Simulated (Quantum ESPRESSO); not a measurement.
# ZrB2 (P6/mmm) in Quantum ESPRESSO: notebook, part 3 of 3

Quantum ESPRESSO 7.5. Earlier steps stand in the parts before.

## 4. Phonons, B86bPBE

File pw.in:

```
&CONTROL
  calculation = 'scf'
  prefix = 'pwscf'
  outdir = './tmp'
  pseudo_dir = './pseudo'
  tprnfor = .true.
  tstress = .true.
  disk_io = 'low'
/
&SYSTEM
  ibrav = 0
  celldm(1) = 8
  nat = 3
  ntyp = 2
  ecutwfc = 76
  nbnd = 15
  input_dft = 'b86bpbe'
  occupations = 'smearing'
  smearing = 'mv'
  degauss = 0.00999582
/
&ELECTRONS
  conv_thr = 6d-10
  electron_maxstep = 120
  mixing_beta = 0.5
/
ATOMIC_SPECIES
Zr    91.2240 Zr.upf
B     10.8100 B.upf
CELL_PARAMETERS alat
  0.7488039768830   0.0000000000000   0.0000000000000
 -0.3744019884415   0.6484832664362   0.0000000000000
  0.0000000000000   0.0000000000000   0.8345502997879
ATOMIC_POSITIONS crystal
Zr     0.0000000000    0.0000000000    0.0000000000
B      0.6666666667    0.3333333333    0.5000000000
B      0.3333333333    0.6666666667    0.5000000000
K_POINTS automatic
8 8 6 0 0 1
```

File relax.in:

```
&CONTROL
  calculation = 'vc-relax'
  prefix = 'pwscf'
  outdir = './tmp'
  pseudo_dir = './pseudo'
  tprnfor = .true.
  tstress = .true.
  disk_io = 'low'
  nstep = 40
  forc_conv_thr = 0.0001
  etot_conv_thr = 1d-06
/
&SYSTEM
  ibrav = 0
  celldm(1) = 8
  nat = 3
  ntyp = 2
  ecutwfc = 76
  nbnd = 15
  input_dft = 'b86bpbe'
  occupations = 'smearing'
  smearing = 'mv'
  degauss = 0.00999582
/
&ELECTRONS
  conv_thr = 6d-10
  electron_maxstep = 120
  mixing_beta = 0.5
/
&IONS
  ion_dynamics = 'bfgs'
/
&CELL
  cell_dynamics = 'bfgs'
  press = 0
  press_conv_thr = 0.2
/
ATOMIC_SPECIES
Zr    91.2240 Zr.upf
B     10.8100 B.upf
CELL_PARAMETERS alat
  0.7488039768830   0.0000000000000   0.0000000000000
 -0.3744019884415   0.6484832664362   0.0000000000000
  0.0000000000000   0.0000000000000   0.8345502997879
ATOMIC_POSITIONS crystal
Zr     0.0000000000    0.0000000000    0.0000000000
B      0.6666666667    0.3333333333    0.5000000000
B      0.3333333333    0.6666666667    0.5000000000
K_POINTS automatic
8 8 6 0 0 1
```

File scf2.in:

```
&CONTROL
  calculation = 'scf'
  prefix = 'pwscf'
  outdir = './tmp'
  pseudo_dir = './pseudo'
  tprnfor = .true.
  tstress = .true.
  disk_io = 'low'
/
&SYSTEM
  ibrav = 0
  celldm(1) = 8
  nat = 3
  ntyp = 2
  ecutwfc = 76
  nbnd = 15
  input_dft = 'b86bpbe'
  occupations = 'smearing'
  smearing = 'mv'
  degauss = 0.00999582
/
&ELECTRONS
  conv_thr = 1d-13
  electron_maxstep = 120
  mixing_beta = 0.5
  startingpot = 'file'
  startingwfc = 'file'
/
ATOMIC_SPECIES
Zr    91.2240 Zr.upf
B     10.8100 B.upf
CELL_PARAMETERS alat
  0.7501526134734  -0.0000000000000   0.0000000000000
 -0.3750763067367   0.6496512199833   0.0000000000000
  0.0000000000000   0.0000000000000   0.8377300784902
ATOMIC_POSITIONS crystal
Zr     0.0000000000    0.0000000000    0.0000000000
B      0.6666666667    0.3333333333    0.5000000000
B      0.3333333333    0.6666666667    0.5000000000
K_POINTS automatic
8 8 6 0 0 1
```

File ph.in:

```
phonons of ZrB2
&INPUTPH
  prefix = 'pwscf'
  outdir = './tmp'
  tr2_ph = 1d-18
  fildyn = 'dyn'
  niter_ph = 90
  alpha_mix(1) = 0.4
/
0.0000000000 0.0000000000 0.0000000000
```

File dynmat.in:

```
&INPUT
  fildyn = 'dyn'
  asr = 'crystal'
  filout = 'dynmat.disp'
  fileig = 'dynmat.eig'
/
```

File relax_v0.99.in:

```
&CONTROL
  calculation = 'relax'
  prefix = 'pwscf'
  outdir = './tmp'
  pseudo_dir = './pseudo'
  tprnfor = .true.
  tstress = .true.
  disk_io = 'low'
  nstep = 30
  forc_conv_thr = 0.0001
  etot_conv_thr = 1d-06
/
&SYSTEM
  ibrav = 0
  celldm(1) = 8
  nat = 3
  ntyp = 2
  ecutwfc = 76
  nbnd = 15
  input_dft = 'b86bpbe'
  occupations = 'smearing'
  smearing = 'mv'
  degauss = 0.00999582
/
&ELECTRONS
  conv_thr = 1d-13
  electron_maxstep = 120
  mixing_beta = 0.5
/
&IONS
  ion_dynamics = 'bfgs'
/
ATOMIC_SPECIES
Zr    91.2240 Zr.upf
B     10.8100 B.upf
CELL_PARAMETERS alat
  0.7476437231204  -0.0000000000000   0.0000000000000
 -0.3738218615602   0.6474784571983   0.0000000000000
  0.0000000000000   0.0000000000000   0.8349282847207
ATOMIC_POSITIONS crystal
Zr     0.0000000000    0.0000000000    0.0000000000
B      0.6666666667    0.3333333333    0.5000000000
B      0.3333333333    0.6666666667    0.5000000000
K_POINTS automatic
8 8 6 0 0 1
```

File ph_v0.99.in:

```
phonons at 0.99 of the volume
&INPUTPH
  prefix = 'pwscf'
  outdir = './tmp'
  tr2_ph = 1d-18
  fildyn = 'dyn_v0.99'
  niter_ph = 90
  alpha_mix(1) = 0.4
/
0.0000000000 0.0000000000 0.0000000000
```

File relax_v1.01.in:

```
&CONTROL
  calculation = 'relax'
  prefix = 'pwscf'
  outdir = './tmp'
  pseudo_dir = './pseudo'
  tprnfor = .true.
  tstress = .true.
  disk_io = 'low'
  nstep = 30
  forc_conv_thr = 0.0001
  etot_conv_thr = 1d-06
/
&SYSTEM
  ibrav = 0
  celldm(1) = 8
  nat = 3
  ntyp = 2
  ecutwfc = 76
  nbnd = 15
  input_dft = 'b86bpbe'
  occupations = 'smearing'
  smearing = 'mv'
  degauss = 0.00999582
/
&ELECTRONS
  conv_thr = 1d-13
  electron_maxstep = 120
  mixing_beta = 0.5
/
&IONS
  ion_dynamics = 'bfgs'
/
ATOMIC_SPECIES
Zr    91.2240 Zr.upf
B     10.8100 B.upf
CELL_PARAMETERS alat
  0.7526448331606  -0.0000000000000   0.0000000000000
 -0.3763224165685   0.6518095455423   0.0000000000000
  0.0000000000000   0.0000000000000   0.8405132553394
ATOMIC_POSITIONS crystal
Zr     0.0000000000    0.0000000000    0.0000000000
B      0.6666666667    0.3333333333    0.5000000000
B      0.3333333333    0.6666666667    0.5000000000
K_POINTS automatic
8 8 6 0 0 1
```

File ph_v1.01.in:

```
phonons at 1.01 of the volume
&INPUTPH
  prefix = 'pwscf'
  outdir = './tmp'
  tr2_ph = 1d-18
  fildyn = 'dyn_v1.01'
  niter_ph = 90
  alpha_mix(1) = 0.4
/
0.0000000000 0.0000000000 0.0000000000
```

Potentials or basis: PseudoDojo 0.4.1 SR PBE standard.

Started as:

```sh
OMP_NUM_THREADS=1 pw.x -in pw.in > pw.out
OMP_NUM_THREADS=1 pw.x -in relax.in > relax.out
OMP_NUM_THREADS=1 pw.x -in scf2.in > scf2.out
OMP_NUM_THREADS=1 ph.x -in ph.in > ph.out
OMP_NUM_THREADS=1 dynmat.x -in dynmat.in > dynmat.out
OMP_NUM_THREADS=1 pw.x -in relax_v0.99.in > relax_v0.99.out
OMP_NUM_THREADS=1 ph.x -in ph_v0.99.in > ph_v0.99.out
OMP_NUM_THREADS=1 pw.x -in relax_v1.01.in > relax_v1.01.out
OMP_NUM_THREADS=1 ph.x -in ph_v1.01.in > ph_v1.01.out
```

pw.out:

```text
This program is part of the open-source Quantum ESPRESSO suite
     for quantum simulation of materials; please cite
         "P. Giannozzi et al., J. Phys.:Condens. Matter 21 395502 (2009);
         "P. Giannozzi et al., J. Phys.:Condens. Matter 29 465901 (2017);
         "P. Giannozzi et al., J. Chem. Phys. 152 154105 (2020);
     in publications or presentations arising from this work. More details at

     IMPORTANT: XC functional enforced from input :
     Exchange-correlation= B86BPBE
                           (   1   4  22   4   0   0   0)
     Any further DFT definition will be discarded
     Please, verify this is what you really want

     Message from routine setup:
     using ibrav=0 with symmetry is DISCOURAGED, use correct ibrav instead

     G-vector sticks info
     --------------------
     sticks:   dense  smooth     PW     G-vecs:    dense   smooth      PW
     Sum         745     745    223                18541    18541    2967

     Using Slab Decomposition

     bravais-lattice index     =            0
     lattice parameter (alat)  =       8.0000  a.u.
     unit-cell volume          =     207.4863 (a.u.)^3
     number of atoms/cell      =            3
     number of atomic types    =            2
     number of electrons       =        18.00
     number of Kohn-Sham states=           15
     kinetic-energy cutoff     =      76.0000  Ry
     charge density cutoff     =     304.0000  Ry
     scf convergence threshold =      6.0E-10
     mixing beta               =       0.5000
     number of iterations used =            8  plain     mixing
     Exchange-correlation= B86BPBE
                           (   1   4  22   4   0   0   0)

     celldm(1)=   8.000000  celldm(2)=   0.000000  celldm(3)=   0.000000
     celldm(4)=   0.000000  celldm(5)=   0.000000  celldm(6)=   0.000000

     crystal axes: (cart. coord. in units of alat)
               a(1) = (   0.748804   0.000000   0.000000 )
               a(2) = (  -0.374402   0.648483   0.000000 )
               a(3) = (   0.000000   0.000000   0.834550 )

     reciprocal axes: (cart. coord. in units 2 pi/alat)
               b(1) = (  1.335463  0.771030 -0.000000 )
               b(2) = (  0.000000  1.542060  0.000000 )
               b(3) = (  0.000000 -0.000000  1.198250 )

     PseudoPot. # 1 for Zr read from file:
     Zr.upf
     Pseudo is Norm-conserving + core correction, Zval = 12.0
     Generated using ONCVPSP code by D. R. Hamann
     Using radial grid of 1622 points,  6 beta functions with:
                l(1) =   0
                l(2) =   0
                l(3) =   1
                l(4) =   1
                l(5) =   2
                l(6) =   2

     PseudoPot. # 2 for B  read from file:
     B.upf
     Pseudo is Norm-conserving + core correction, Zval =  3.0
     Generated using ONCVPSP code by D. R. Hamann
     Using radial grid of 1534 points,  4 beta functions with:
                l(1) =   0
                l(2) =   0
                l(3) =   1
                l(4) =   1

     atomic species   valence    mass     pseudopotential
     Zr               12.00    91.22400     Zr( 1.00)
     B                 3.00    10.81000     B ( 1.00)

     24 Sym. Ops., with inversion, found

   Cartesian axes

     site n.     atom                  positions (alat units)
         1        Zr     tau(   1) = (   0.0000000   0.0000000   0.0000000  )
         2        B      tau(   2) = (   0.3744020   0.2161611   0.4172751  )
         3        B      tau(   3) = (  -0.0000000   0.4323222   0.4172751  )

     number of k points=    30  Marzari-Vanderbilt smearing, width (Ry)=  0.0100
                       cart. coord. in units 2pi/alat
        k(    1) = (   0.0000000   0.0000000   0.0998542), wk =   0.0104167
        k(    2) = (   0.0000000   0.0000000   0.2995625), wk =   0.0104167
        k(    3) = (   0.0000000   0.0000000   0.4992709), wk =   0.0104167
        k(    4) = (   0.0000000   0.1927575   0.0998542), wk =   0.0625000
        k(    5) = (   0.0000000   0.1927575   0.2995625), wk =   0.0625000
        k(    6) = (   0.0000000   0.1927575   0.4992709), wk =   0.0625000
[... 22 lines left out ...]
        k(   29) = (   0.3338657   0.7710299   0.2995625), wk =   0.0625000
        k(   30) = (   0.3338657   0.7710299   0.4992709), wk =   0.0625000

     Dense  grid:    18541 G-vectors     FFT dimensions: (  36,  36,  40)

     Initial potential from superposition of free atoms

     starting charge      17.9971, renormalised to      18.0000
     Starting wfcs are   18 randomized atomic wfcs

     Self-consistent Calculation

     iteration #  1     ecut=    76.00 Ry     beta= 0.50
     Davidson diagonalization with overlap
     ethr =  1.00E-02,  avg # of iterations =  2.8

     total energy              =    -113.21979412 Ry
     estimated scf accuracy    <       0.25479860 Ry

     iteration #  2     ecut=    76.00 Ry     beta= 0.50
     Davidson diagonalization with overlap
     ethr =  1.42E-03,  avg # of iterations =  2.0

     total energy              =    -113.29239631 Ry
     estimated scf accuracy    <       0.03644067 Ry

     iteration #  3     ecut=    76.00 Ry     beta= 0.50
     Davidson diagonalization with overlap
     ethr =  2.02E-04,  avg # of iterations =  2.7
[... 29 lines left out ...]
     total energy              =    -113.30028445 Ry
     estimated scf accuracy    <          6.5E-09 Ry

     iteration #  8     ecut=    76.00 Ry     beta= 0.50
     Davidson diagonalization with overlap
     ethr =  3.61E-11,  avg # of iterations =  2.1

     total energy              =    -113.30028445 Ry
     estimated scf accuracy    <          8.6E-10 Ry

     iteration #  9     ecut=    76.00 Ry     beta= 0.50
     Davidson diagonalization with overlap
     ethr =  4.76E-12,  avg # of iterations =  1.7

     End of self-consistent calculation

          k = 0.0000 0.0000 0.0999 (  2335 PWs)   bands (ev):

   -32.8001 -11.0158 -10.4261 -10.4261   3.2490  12.5230  13.3016  13.3016
    14.2790  18.7275  18.7275  19.8201  19.8201  20.7822  21.7475

          k = 0.0000 0.0000 0.2996 (  2317 PWs)   bands (ev):

   -32.7918 -11.1744 -10.4150 -10.4150   3.9852  10.6916  13.8085  13.8085
    15.9629  17.1809  17.1809  18.4993  18.4993  20.8486  23.3407

          k = 0.0000 0.0000 0.4993 (  2322 PWs)   bands (ev):

   -32.7835 -11.3269 -10.4039 -10.4039   4.9645   9.1916  14.6577  14.6577
    16.3206  16.3206  16.9924  16.9924  17.4322  20.9262  23.0784

          k = 0.0000 0.1928 0.0999 (  2342 PWs)   bands (ev):

   -32.7834 -10.9902 -10.5711 -10.4576   3.5500  12.3991  12.6121  13.2657
    14.1565  18.3036  18.3776  19.8485  19.9561  21.7571  21.9949
[... 28 lines left out ...]
   -32.7016 -11.2267 -10.8642 -10.6070   5.6086   8.8365  12.2386  12.7844
    13.4862  18.1628  18.4693  19.6949  20.3001  22.5424  24.0985

          k = 0.0000 0.5783 0.2996 (  2322 PWs)   bands (ev):

   -32.6939 -11.2018 -10.9958 -10.5914   5.7689   8.7951  12.1229  12.5172
    13.4135  17.5489  19.2664  20.9614  20.9921  22.3290  24.0267

          k = 0.0000 0.5783 0.4993 (  2310 PWs)   bands (ev):

   -32.6861 -11.1761 -11.1241 -10.5758   5.7570   9.3463  11.5988  11.7697
    13.6650  18.4867  19.9497  20.3781  21.6416  22.4737  24.3827

          k = 0.0000-0.7710 0.0999 (  2318 PWs)   bands (ev):

   -32.6845 -11.3542 -10.8378 -10.6373   7.0144   7.2295  12.1396  12.6567
    13.2105  17.8625  18.4397  20.8091  21.1809  22.4308  23.6080

          k = 0.0000-0.7710 0.2996 (  2330 PWs)   bands (ev):

   -32.6768 -11.3269 -10.9652 -10.6210   6.5531   7.7171  11.9036  12.8938
    13.0240  17.4237  20.0483  20.9626  22.1365  22.2751  23.7732

          k = 0.0000-0.7710 0.4993 (  2324 PWs)   bands (ev):

   -32.6692 -11.2993 -11.0890 -10.6046   6.0216   8.6692  11.3316  11.9769
    13.7629  18.6872  20.9717  21.1297  21.9324  22.1128  23.8604

          k = 0.1669 0.2891 0.0999 (  2344 PWs)   bands (ev):

   -32.7547 -10.9466 -10.7945 -10.5280   4.1171  11.3441  12.3741  12.8471
    14.4884  17.0364  19.0997  19.2072  20.7450  21.9860  22.7001

          k = 0.1669 0.2891 0.2996 (  2318 PWs)   bands (ev):

   -32.7466 -11.0936 -10.7757 -10.5145   4.6553  11.1648  11.5057  12.7522
    15.4869  15.8274  18.6793  19.6107  20.8917  22.3822  23.2218

          k = 0.1669 0.2891 0.4993 (  2316 PWs)   bands (ev):

   -32.7386 -11.2344 -10.7581 -10.5010   5.2603  10.3056  11.6719  12.5739
    14.7056  17.3922  18.4387  18.7926  19.6184  23.5491  24.2717
[... 48 lines left out ...]
   -32.6724 -11.1887 -10.9384 -10.8194   7.6708   7.8602   9.7188  12.8555
    14.0329  16.8055  18.2773  19.6174  23.0452  24.6816  26.1666

          k = 0.3339 0.7710 0.2996 (  2317 PWs)   bands (ev):

   -32.6648 -11.1636 -10.9438 -10.9167   7.1321   7.8977  10.1124  13.1481
    13.3069  18.6902  19.4676  20.0939  22.3751  23.6484  25.1910

          k = 0.3339 0.7710 0.4993 (  2336 PWs)   bands (ev):

   -32.6573 -11.1383 -11.0643 -10.8955   6.6766   7.7588  10.8311  12.9230
    13.3663  19.7632  21.1960  21.3686  22.5202  22.6019  23.3114

     the Fermi energy is    15.8200 ev

!    total energy              =    -113.30028445 Ry
     estimated scf accuracy    <          4.3E-12 Ry
     smearing contrib. (-TS)   =      -0.00006149 Ry
     internal energy E=F+TS    =    -113.30022296 Ry

     The total energy is F=E-TS. E is the sum of the following terms:
     one-electron contribution =      -3.90442681 Ry
     hartree contribution      =      12.40721381 Ry
     xc contribution           =     -25.21222199 Ry
     ewald contribution        =     -96.59078797 Ry

     convergence has been achieved in   9 iterations

     Forces acting on atoms (cartesian axes, Ry/au):

     atom    1 type  1   force =     0.00000000   -0.00000000    0.00000000
     atom    2 type  2   force =     0.00000000    0.00000000    0.00000000
     atom    3 type  2   force =    -0.00000000   -0.00000000   -0.00000000

     Total force =     0.000000     Total SCF correction =     0.000000

     Computing stress (Cartesian axis) and pressure

          total   stress  (Ry/bohr**3)                   (kbar)     P=       17.52
   0.00010812   0.00000000   0.00000000           15.90        0.00        0.00
   0.00000000   0.00010812  -0.00000000            0.00       15.90       -0.00
   0.00000000  -0.00000000   0.00014099            0.00       -0.00       20.74

=------------------------------------------------------------------------------=
   JOB DONE.
=------------------------------------------------------------------------------=
```

Run time: 28 min. Hardware: 1 thread of Intel Xeon at 2.50GHz (Skylake/Cascade Lake), shared host; peak memory 0.07 GiB.

What came out:

| Property | Result |
| --- | --- |
| Free energy | -1541.5303 eV |
| Relaxed volume | 10.32 Å³/atom |
| Relaxed cell | a = 3.176 Å, b = 3.176 Å, c = 3.546 Å, α = 90.00°, β = 90.00°, γ = 120.00° |
| Space group after relaxing (to 0.05 Å) | P6/mmm (No. 191) |
| Pressure after relaxing | 0.0 GPa |
| Band gap on the k mesh | none (metal or under the smearing width) |
| Highest phonon frequency at Γ | 741 cm⁻¹ |

Step by step:
```csv
step,energy change (eV),largest force (eV/Å),pressure (GPa),volume (Å³)
1,0.0000,0.0000,1.75,30.75
2,-0.0012,0.0000,-0.37,31.02
3,-0.0013,0.0000,-0.01,30.98
4,-0.0013,0.0000,0.02,30.97
5,-0.0013,0.0000,0.00,30.97
```

Final structure:
```
Zr B
1.0
     3.17571    0.00000    0.00000
    -1.58785    2.75024    0.00000
     0.00000    0.00000    3.54646
Zr B
1 2
Cartesian
  0.0000 0.0000 0.0000
  1.5879 0.9167 1.7732
  0.0000 1.8335 1.7732
```

Levels at points of the mesh, in eV from the Fermi level:
```csv
k point,band 6,band 7,band 8,band 9,band 10,band 11,band 12,band 13
"(0.00, 0.00, 0.08)",-3.30,-2.49,-2.49,-1.55,2.89,2.89,3.95,3.95
```

Phonon frequencies in cm⁻¹ (negative: imaginary):
```tsv
q point	frequencies
(0.000, 0.000, 0.000)	6 6 6 444 444 464 532 741 741
```

Mode Grüneisen parameters of phonons at Γ, in order of frequency: n/a, n/a, n/a, 1.36, 1.36, 1.85, 1.23, 1.56, 1.56

Optical modes at Γ, degenerate ones joined:
```
cm⁻¹  components  symmetry  active in
 444           2       E1u         IR
 464           1       A2u         IR
 532           1       B1g     silent
 741           2       E2g      Raman
```

Frequencies at 99 % and 101 % of the volume (pressures 2.4 and -2.3 GPa), ions relaxed:
```tsv
mode	99 % (cm⁻¹)	101 % (cm⁻¹)	Grüneisen parameter
4	449.9	437.8	1.36
5	449.9	437.8	1.36
6	472.2	455.1	1.85
7	538.8	525.7	1.23
8	752.9	729.8	1.56
9	752.9	729.8	1.56
```

Caveat: the k mesh is coarse; the mesh is thin for the phonons of a metal; the potentials were made for another functional, which shifts forces and pressure.

## 5. Overview

```tsv
task	level	potentials or basis	cell	k mesh	smearing	iterations	form of the LDA correlation	gap on the mesh (eV)	pressure (GPa)
phonons	PBE	PseudoDojo 0.4 SR PBE stringent	relaxed	7 × 7 × 6	cold 0.2 eV	-	-	none	0.8
energy-loss spectrum	LDA	PseudoDojo 0.4.1 SR LDA standard	as given	8 × 8 × 6, shifted	methfessel-paxton 0.136 eV	200	PW92	none	-8.7
phonons	B86bPBE	PseudoDojo 0.4.1 SR PBE standard	relaxed	8 × 8 × 6, shifted	cold 0.136 eV	-	-	none	0.0
```

Alike in all rows: no spin polarisation; cutoff (eV) 1034.

Caveats: the mesh is thin for the phonons of a metal (some runs); the Lanczos chain is short for so many electrons, so humps in the spectrum may be artefacts (some runs); the potentials were made for another functional, which shifts forces and pressure (some runs).

Absolute energies hang on the potentials; compare differences alone.
